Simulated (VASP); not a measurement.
# AlN (P6_3mc) in VASP: notebook

One crystal, AlN, is run at these levels: PBE, HSE03, PBE0; tasks: G0W0 quasiparticle levels, band structure.

All numbers are computed with VASP 6.6.1; they aren't measurements. Logs are shortened: lines on timing, memory, paths and dates and some standing lists are left out, and cuts for length are marked.

**The experiment to reproduce.**

From “Structural and optical properties of self-assembled AlN nanowires grown on SiO2/Si substrates by molecular beam epitaxy”, 2024, arxiv:2402.00216, for a bulk crystal of AlN at 0 K: band gap 6.0343 eV (an exciton energy, a little under the gap).

“Self-assembly of well-separated AlN nanowires directly on sputtered metallic TiN films”, 2019, arxiv:1910.07391 quotes, for a bulk crystal of AlN at 10 K: band gap 6.034 eV (an exciton energy, a little under the gap).

The runs below are set against these values where they give the same quantity.

## Step 1: The crystal as given

The structure is hexagonal, space group P6_3mc (No. 186). The conventional cell has a = 3.113 Å, b = 3.113 Å, c = 4.981 Å, α = 90.00°, β = 90.00°, γ = 120.00°. Al (site symmetry 3m) has 4 N at 1.89 Å as nearest neighbours. Around N (site symmetry 3m) lie 4 Al at 1.89 Å.

## Step 2: G0W0 quasiparticle levels, PBE

Input file POSCAR:

```
AlN
1.0
    3.1130000000      0.0000000000      0.0000000000
   -1.5565000000      2.6959370820      0.0000000000
    0.0000000000      0.0000000000      4.9810000000
Al N
2 2
Direct
    0.6666666667      0.3333333333      0.5000000000
    0.3333333333      0.6666666667      0.0000000000
    0.6666666667      0.3333333333      0.8800000000
    0.3333333333      0.6666666667      0.3800000000
```

Input file INCAR.step1:

```
SYSTEM = AlN
PREC = Accurate
ENCUT = 450
EDIFF = 1E-8
ISMEAR = 0
SIGMA = 0.01
LREAL = .False.
LASPH = .True.
NELM = 100
ALGO = Normal
LWAVE = .True.
LCHARG = .False.
GGA = PE
```

Input file INCAR.step2:

```
SYSTEM = AlN
PREC = Accurate
ENCUT = 450
EDIFF = 1E-8
ISMEAR = 0
SIGMA = 0.01
LREAL = .False.
LASPH = .True.
NELM = 1
ALGO = Exact
LWAVE = .True.
LCHARG = .False.
GGA = PE
NBANDS = 58
LOPTICS = .True.
ISTART = 1
```

Input file INCAR.step3:

```
SYSTEM = AlN
PREC = Accurate
ENCUT = 450
EDIFF = 1E-8
ISMEAR = 0
SIGMA = 0.01
LREAL = .False.
LASPH = .True.
ALGO = EVGW0
LWAVE = .False.
LCHARG = .False.
GGA = PE
NELMGW = 1
NBANDS = 58
ENCUTGW = 150
NOMEGA = 48
PRECFOCK = Fast
ISTART = 1
NBANDSGW = 16
```

Input file KPOINTS:

```
Automatic mesh
0
Gamma
  6 6 3
  0 0 0
```

Potentials or basis: VASP PAW PBE potentials, release 64 (Al_GW, N_GW).

Launch:

```sh
$ cat potpaw_PBE.64/Al_GW/POTCAR potpaw_PBE.64/N_GW/POTCAR > POTCAR
$ cp INCAR.step1 INCAR
$ mpirun -np 1 vasp_std > vasp.out
$ cp INCAR.step2 INCAR
$ mpirun -np 1 vasp_std > vasp.out
$ cp INCAR.step3 INCAR
$ mpirun -np 1 vasp_std > vasp.out
```

OUTCAR:

```text
SYSTEM = AlN
   PREC = Accurate
   ENCUT = 450
   EDIFF = 1E-8
   ISMEAR = 0
   LREAL = .False.
   LASPH = .True.
   GGA = PE
   NELMGW = 1
   ENCUTGW = 150
   PRECFOCK = Fast
   ISTART = 1

 Found     14 irreducible k-points:

 Following reciprocal coordinates:
            Coordinates               Weight
  0.000000  0.000000  0.000000      1.000000
  0.166667  0.000000  0.000000      6.000000
  0.333333  0.000000  0.000000      6.000000
  0.500000  0.000000  0.000000      3.000000
  0.166667  0.166667  0.000000      6.000000
  0.333333  0.166667  0.000000     12.000000
   k-points           NKPTS =     14   k-points in BZ     NKDIM =    108   number of bands    NBANDS=     58
   number of dos      NEDOS =    301   number of ions     NIONS =      4
   total plane-waves  NPLWV =  20736
   dimension x,y,z NGX =    24 NGY =   24 NGZ =   36
   dimension x,y,z NGXF=    48 NGYF=   48 NGZF=   72
   ions per type =               2   2
   NGX,Y,Z   is equivalent  to a cutoff of  12.82, 12.82, 12.02 a.u.
   NGXF,Y,Z  is equivalent  to a cutoff of  25.63, 25.63, 24.03 a.u.
 SYSTEM =  AlN
   PREC   = accura    normal or accurate (medium, high low for compatibility)
   ISTART =      1    job   : 0-new  1-cont  2-samecut
   ICHARG =      0    charge: 1-file 2-atom 10-const
   ISPIN  =      1    spin polarized calculation?
   LNONCOLLINEAR =      F non collinear calculations
   LSORBIT =      F    spin-orbit coupling
   LASPH  =      T    aspherical Exc in radial PAW
   ENCUT  =  450.0 eV  33.07 Ry    5.75 a.u.   5.38  5.38  8.62*2*pi/ulx,y,z
   NELM   =     60;   NELMIN=  2; NELMDL=  0     # of ELM steps
   EDIFF  = 0.1E-07   stopping-criterion for ELM
   LREAL  =      F    real-space projection
   EDIFFG = 0.1E-06   stopping-criterion for IOM
   NSW    =      0    number of steps for IOM
   IBRION =     -1    ionic relax: 0-MD 1-quasi-New 2-CG
   NFREE  =      0    steps in history (QN), initial steepest desc. (CG)
   ISIF   =      0    stress and relaxation
   ISYM   =      3    0-nonsym 1-usesym 2-fastsym
   POTIM  = 0.5000    time-step for ionic-motion
   TEBEG  =    0.0;   TEEND  =   0.0 temperature during run
   PSTRESS=    0.0 pullay stress
   NELECT =      16.0000    total number of electrons
   NUPDOWN=      -1.0000    fix difference up-down
   EMIN   =  10.00;   EMAX   =-10.00  energy-range for DOS
   EFERMI =   0.00;   METHOD = LEGACY
   ISMEAR =     0;   SIGMA  =   0.01  broadening in eV -4-tet -1-fermi 0-gaus
   EFERMI_NEDOS =   21; number of points for ismear=-14 and -15
   IALGO  =     38    algorithm
   IMIX   =      4    mixing-type and parameters
     AMIX     =   0.40;   BMIX     =  1.00
     AMIX_MAG =   1.60;   BMIX_MAG =  1.00
  volume/ion in A,a.u.               =      10.45        70.52
  Fermi-wavevector in a.u.,A,eV,Ry     =   1.188629  2.246183 19.222843  1.412839
  Thomas-Fermi vector in A             =   2.324754
   LORBIT       =      0    0 simple, 1 ext, 2 COOP (PROOUT), +10 PAW based schemes
   GGA     = PE    functional components
   LHFCALC =     T    Hartree Fock is set to
   PRECFOCK=fast      Normal, Fast or Accurate (Low or Medium for compatibility)
   ENCUT4O =  -1.0   cutoff for four orbital integrals eV
   NKREDX  =     1    reduce k-point grid by
   NKREDY  =     1    reduce k-point grid by
   NKREDZ  =     1    reduce k-point grid by
   AEXX    =    1.0000 exact exchange contribution
   HFSCREEN=    0.0000 screening length (either q_TF or 0.3 A-1)
   HFSCREENC=   0.0000 screening length for correlation (either q_TF or 0.3 A-1)
   ENCUTFOCK=  -1.0 apply spherical cutoff to Coloumb kernel
   IVDW    =     0    specifies the selected vdW correction
   LEPSILON=     F    determine dielectric tensor
   LRPA    =     F    only Hartree local field effects (RPA)
   LRPAFORCE           =     F    calculate RPA forces
   ENCUTGW             = 150.0    cutoff for response function in eV
   ENCUTGWSOFT         = 120.0    soft cutoff for Coulomb kernel in GW response function in eV
   ENCUTLF             =  -1.0    cutoff for local field effects
   NELMGW              =     1    number of iterations in solving QP/BSE equation
   NELMHF              =     1    number of iterations in the inner HF iteration
   NKREDLFX            =     1    NKREDLFY  =   1   NKREDLFZ  =   1
 non-spin polarized calculation
 Gauss-broadening in eV      SIGMA  =   0.01
  energy-cutoff  :      450.00
  volume of cell :       41.80
 maximum number of plane-waves:       929
 NGX is ok and might be reduce to    24
  NGX = 14; NGY = 14; NGZ = 24
   NGX = 11   NGY = 11   NGZ = 17
 maximum number of plane-waves:       183
 NGX is ok and might be reduce to    14

 QP shifts <psi_nk| G(iteration)W_0 |psi_nk>: iteration 1
 for sc-GW calculations column KS-energies equals QP-energies in previous step
 and V_xc(KS)=  KS-energies - (<T + V_ion + V_H > + <T+V_H+V_ion>^1  + <V_x>^1)

 k-point   1 :       0.0000    0.0000    0.0000
  band No.  KS-energies  QP-energies   sigma(KS)   V_xc(KS)     V^pw_x(r,r')   Z            occupation Imag(sigma)

      1     -10.0609     -11.3412     -16.5721     -14.7968     -24.7762       0.7211       2.0000       1.3663
      2      -7.9125      -9.0230     -17.8894     -16.3520     -25.8697       0.7223       2.0000       1.1149
      3      -0.8741      -1.9251     -14.0947     -12.6524     -18.5339       0.7287       2.0000       0.2370
      4       4.2727       3.6944     -17.0460     -16.3011     -20.5918       0.7764       2.0000       0.1007
      5       4.2727       3.6944     -17.0460     -16.3011     -20.5918       0.7764       2.0000       0.1007
      6       4.9276       4.4586     -17.3700     -16.7682     -20.7859       0.7794       2.0000       0.0935
[... 8 lines left out ...]
     15      18.2560      19.6072      -8.8076     -10.5022      -4.0260       0.7973       0.0000      -0.1669
     16      18.2560      19.6072      -8.8076     -10.5022      -4.0260       0.7973       0.0000      -0.1669

 k-point   2 :       0.1667    0.0000    0.0000
  band No.  KS-energies  QP-energies   sigma(KS)   V_xc(KS)     V^pw_x(r,r')   Z            occupation Imag(sigma)

      1      -9.7151     -10.9677     -16.7115     -14.9772     -24.8695       0.7223       2.0000       1.3270
      2      -7.7259      -8.8278     -18.0162     -16.4973     -25.9721       0.7255       2.0000       1.0957
      3      -0.4579      -1.4946     -14.2308     -12.8194     -18.5462       0.7344       2.0000       0.2126
      4       2.8535       2.0846     -15.9309     -14.9325     -19.5609       0.7701       2.0000       0.1185
      5       3.6367       3.0035     -16.4542     -15.6370     -19.9190       0.7747       2.0000       0.1050
      6       3.8819       3.2356     -16.7344     -15.8996     -20.3139       0.7742       2.0000       0.1049
[... 8 lines left out ...]
     15      17.4845      18.6868      -8.7691     -10.2703      -4.1568       0.8010       0.0000      -0.1510
     16      17.9003      19.0816      -8.5394     -10.0135      -3.8107       0.8014       0.0000      -0.1791

 k-point   3 :       0.3333    0.0000    0.0000
  band No.  KS-energies  QP-energies   sigma(KS)   V_xc(KS)     V^pw_x(r,r')   Z            occupation Imag(sigma)

      1      -8.8221     -10.0085     -17.1865     -15.5477     -25.2306       0.7239       2.0000       1.2223
      2      -7.3963      -8.4775     -18.2647     -16.7881     -26.1914       0.7322       2.0000       1.0633
      3       0.6248      -0.3440     -14.8401     -13.5461     -18.9070       0.7487       2.0000       0.1693
      4       0.6954      -0.2962     -14.6615     -13.3388     -18.6744       0.7497       2.0000       0.1663
      5       1.8135       0.9530     -15.6439     -14.5135     -19.5135       0.7612       2.0000       0.1388
      6       3.2906       2.5531     -16.3815     -15.4248     -20.0456       0.7709       2.0000       0.1126
[... 8 lines left out ...]
     15      17.2214      18.7054     -10.2994     -12.1939      -5.5514       0.7833       0.0000      -0.1629
     16      19.5066      20.8597      -9.6950     -11.4390      -4.3350       0.7759       0.0000      -0.2912

 k-point   4 :       0.5000    0.0000    0.0000
  band No.  KS-energies  QP-energies   sigma(KS)   V_xc(KS)     V^pw_x(r,r')   Z            occupation Imag(sigma)

      1      -8.0995      -9.2356     -17.7572     -16.2002     -25.7440       0.7296       2.0000       1.1470
      2      -7.4046      -8.4857     -18.1887     -16.7095     -26.0995       0.7309       2.0000       1.0599
      3      -0.3176      -1.3600     -14.4125     -12.9985     -18.6964       0.7372       2.0000       0.2017
      4       0.9707       0.0231     -15.2070     -13.9442     -19.2642       0.7504       2.0000       0.1598
      5       1.7718       0.8865     -15.3886     -14.2215     -19.2621       0.7585       2.0000       0.1415
      6       3.0435       2.2721     -16.2597     -15.2566     -19.9644       0.7690       2.0000       0.1162
[... 8 lines left out ...]
     15      17.9599      19.3784     -10.5265     -12.3508      -5.6195       0.7776       0.0000      -0.1967
     16      20.2776      21.4271      -8.6118     -10.1107      -3.0660       0.7669       0.0000      -0.3065

 k-point   5 :       0.1667    0.1667    0.0000
  band No.  KS-energies  QP-energies   sigma(KS)   V_xc(KS)     V^pw_x(r,r')   Z            occupation Imag(sigma)

      1      -9.0893     -10.2947     -17.0219     -15.3550     -25.0971       0.7231       2.0000       1.2526
      2      -7.4609      -8.5481     -18.2163     -16.7302     -26.1476       0.7316       2.0000       1.0700
      3       0.3256      -0.6720     -14.5283     -13.1889     -18.6354       0.7448       2.0000       0.1795
      4       1.7527       0.8691     -15.4085     -14.2472     -19.2350       0.7608       2.0000       0.1388
      5       1.7527       0.8691     -15.4085     -14.2472     -19.2350       0.7608       2.0000       0.1388
      6       3.4366       2.7459     -16.4075     -15.5136     -19.9998       0.7727       2.0000       0.1099
[... 8 lines left out ...]
     15      17.6657      19.2042     -10.4462     -12.4270      -5.5255       0.7767       0.0000      -0.1877
     16      19.1484      20.4814      -9.6305     -11.3365      -4.4664       0.7814       0.0000      -0.2590

 k-point   6 :       0.3333    0.1667    0.0000
  band No.  KS-energies  QP-energies   sigma(KS)   V_xc(KS)     V^pw_x(r,r')   Z            occupation Imag(sigma)

      1      -8.1730      -9.3146     -17.6459     -16.0773     -25.6251       0.7278       2.0000       1.1502
      2      -7.3416      -8.4196     -18.3013     -16.8334     -26.2215       0.7344       2.0000       1.0583
      3       0.1750      -0.8491     -14.5631     -13.1868     -18.7050       0.7441       2.0000       0.1809
      4       1.2083       0.2803     -15.2589     -14.0302     -19.2446       0.7553       2.0000       0.1531
      5       1.6282       0.7256     -15.1741     -13.9843     -19.0226       0.7587       2.0000       0.1433
      6       2.3439       1.5059     -15.6470     -14.5531     -19.3751       0.7661       2.0000       0.1273
[... 8 lines left out ...]
     15      17.6016      18.9595     -10.1105     -11.8472      -5.2895       0.7819       0.0000      -0.1832
     16      19.8331      21.1693      -9.8583     -11.5886      -4.3421       0.7722       0.0000      -0.3302

 [... further k-points ...]
```

It took 3 min on 1 thread of Intel Xeon Platinum 8488C (Sapphire Rapids), shared host; peak memory 0.4 GiB.

The run converged, but some of its settings lie outside the range that counts as converged, so its numbers aren't taken as properties of the crystal.

Results:

```yaml
Band_gap_on_the_k_mesh_mean-field_level: 4.21 eV, direct
Quasiparticle_gap: 5.70 eV
Least_direct_quasiparticle_gap: 5.70 eV
```

Caveat: the k mesh is coarse (spacing up to 0.42 Å⁻¹), so the values aren't converged; bands, screening cutoff and mesh are small and nothing is extrapolated, so the quasiparticle values aren't converged.

## Step 3: G0W0 quasiparticle levels, PBE

POSCAR is that of step 2.

INCAR.step1 is that of step 2.

INCAR.step2: that of step 2 with these lines changed.

```diff
@@ -13,3 +13,3 @@
 GGA = PE
-NBANDS = 58
+NBANDS = 108
 LOPTICS = .True.
```

INCAR.step3: that of step 2 with these lines changed.

```diff
@@ -13,4 +13,4 @@
 NELMGW = 1
-NBANDS = 58
-ENCUTGW = 150
+NBANDS = 108
+ENCUTGW = 260
 NOMEGA = 48
```

Input file KPOINTS:

```
Automatic mesh
0
Gamma
  4 4 3
  0 0 0
```

Potentials or basis: VASP PAW PBE potentials, release 64 (Al_GW, N_GW).

Launch:

```sh
$ cat potpaw_PBE.64/Al_GW/POTCAR potpaw_PBE.64/N_GW/POTCAR > POTCAR
$ cp INCAR.step1 INCAR
$ mpirun -np 1 vasp_std > vasp.out
$ cp INCAR.step2 INCAR
$ mpirun -np 1 vasp_std > vasp.out
$ cp INCAR.step3 INCAR
$ mpirun -np 1 vasp_std > vasp.out
```

OUTCAR:

```text
SYSTEM = AlN
   PREC = Accurate
   ENCUT = 450
   EDIFF = 1E-8
   ISMEAR = 0
   LREAL = .False.
   LASPH = .True.
   GGA = PE
   NELMGW = 1
   ENCUTGW = 260
   PRECFOCK = Fast
   ISTART = 1

 Found      8 irreducible k-points:

 Following reciprocal coordinates:
            Coordinates               Weight
  0.000000  0.000000  0.000000      1.000000
  0.250000 -0.000000  0.000000      6.000000
  0.500000 -0.000000  0.000000      3.000000
  0.250000  0.250000  0.000000      6.000000
  0.000000  0.000000  0.333333      2.000000
  0.250000 -0.000000  0.333333     12.000000
   k-points           NKPTS =      8   k-points in BZ     NKDIM =     48   number of bands    NBANDS=    108
   number of dos      NEDOS =    301   number of ions     NIONS =      4
   total plane-waves  NPLWV =  20736
[... 60 lines left out ...]
   NKREDLFX            =     1    NKREDLFY  =   1   NKREDLFZ  =   1
 non-spin polarized calculation
 Gauss-broadening in eV      SIGMA  =   0.01
  energy-cutoff  :      450.00
  volume of cell :       41.80
 maximum number of plane-waves:       929
 NGX is ok and might be reduce to    24
  NGX = 12; NGY = 12; NGZ = 20
   NGX = 11   NGY = 11   NGZ = 17
 maximum number of plane-waves:       416

 QP shifts <psi_nk| G(iteration)W_0 |psi_nk>: iteration 1
 for sc-GW calculations column KS-energies equals QP-energies in previous step
 and V_xc(KS)=  KS-energies - (<T + V_ion + V_H > + <T+V_H+V_ion>^1  + <V_x>^1)

 k-point   1 :       0.0000    0.0000    0.0000
  band No.  KS-energies  QP-energies   sigma(KS)   V_xc(KS)     V^pw_x(r,r')   Z            occupation Imag(sigma)

      1     -10.0517     -11.5354     -16.8644     -14.7935     -24.7724       0.7165       2.0000       1.2789
      2      -7.9009      -9.2718     -18.2387     -16.3505     -25.8675       0.7261       2.0000       1.0508
      3      -0.8685      -2.0877     -14.3239     -12.6477     -18.5133       0.7273       2.0000       0.2089
      4       4.2844       3.3981     -17.4485     -16.3010     -20.6613       0.7724       2.0000       0.0829
      5       4.2844       3.3981     -17.4485     -16.3010     -20.6613       0.7724       2.0000       0.0829
      6       4.9402       4.1442     -17.7951     -16.7686     -20.8670       0.7755       2.0000       0.0767
[... 96 lines left out ...]
      3       0.5772      -0.5765     -15.2694     -13.7204     -19.1077       0.7449       2.0000       0.1475
      4       1.6876       0.6042     -15.8688     -14.4378     -19.4158       0.7571       2.0000       0.1185
      5       2.7397       1.6922     -16.1068     -14.7395     -19.4404       0.7661       2.0000       0.1011
      6       3.8308       2.8805     -17.0517     -15.8186     -20.3041       0.7707       2.0000       0.0882
[... 8 lines left out ...]
     15      17.4708      18.4751      -9.1805     -10.4448      -4.1306       0.7944       0.0000      -0.1607
     16      18.3466      19.3965      -9.6252     -10.9654      -4.3008       0.7834       0.0000      -0.2058

 [... further k-points ...]
```

OUTCAR.step1:

```text
SYSTEM = AlN
   PREC = Accurate
   ENCUT = 450
   EDIFF = 1E-8
   ISMEAR = 0
   LREAL = .False.
   LASPH = .True.
   NELM = 100
[... 201 lines left out ...]
     -0.00000      1.79729      0.00000        -0.000000      0.000000     -0.144408
      1.55650      0.89865      4.38328         0.000000      0.000000      0.144408
     -0.00000      1.79729      1.89278        -0.000000     -0.000000      0.144408
 -----------------------------------------------------------------------------------
    total drift:                               -0.000000      0.000000     -0.000160

  FREE ENERGIE OF THE ION-ELECTRON SYSTEM (eV)
  ---------------------------------------------------
  free  energy   TOTEN  =       -29.7778441890 eV

  energy  without entropy=      -29.7778441890  energy(sigma->0) =      -29.77784419
```

It took 2.2 min on 1 thread of Intel Xeon Platinum 8488C (Sapphire Rapids), shared host; peak memory 0.49 GiB.

These settings aren't checked as converged: the numbers below hold their error.

Results:

* Band gap on the k mesh, mean-field level: 4.21 eV, direct
* Quasiparticle gap: 5.75 eV
* Least direct quasiparticle gap: 5.75 eV

Caveat: the k mesh is coarse (spacing up to 0.58 Å⁻¹), so the values aren't converged; bands, screening cutoff and mesh are small and nothing is extrapolated, so the quasiparticle values aren't converged.

(Continued in part 2 of 2.)
